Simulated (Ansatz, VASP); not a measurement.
## Two plane-wave programs on Mg

```
CELL_PARAMETERS angstrom
5.17296 0.00000 0.00000
-2.58648 4.47991 0.00000
0.00000 0.00000 3.13661
ATOMIC_POSITIONS crystal
Mg 0.00000 0.00000 0.00000
Mg 0.33333 0.66667 0.50000
Mg 0.66667 0.33333 0.50000
```

Alike in both runs: task single point; functional PBE; k mesh 8 × 8 × 11; occupations fermi-dirac, width 0.1 eV; no spin polarisation.

|  | VASP | Ansatz |
| --- | --- | --- |
| version | VASP 6.6.1 | Ansatz 0.2.0 |
| potentials or method | VASP PAW PBE potentials, release 64 (Mg) | plane waves (420 eV) with PAW, scalar-relativistic |
| plane-wave cutoff (eV) | 520 | 420 |
| valence electrons in the cell | 6 | 30 |

```tsv
	VASP	Ansatz	Ansatz less VASP
pressure (GPa)	-1.4	-1.3	+0.12
largest component of the traceless stress (GPa)	0.26	0.26	0.000
```

The two sets of potentials don't hold the same shells in valence.
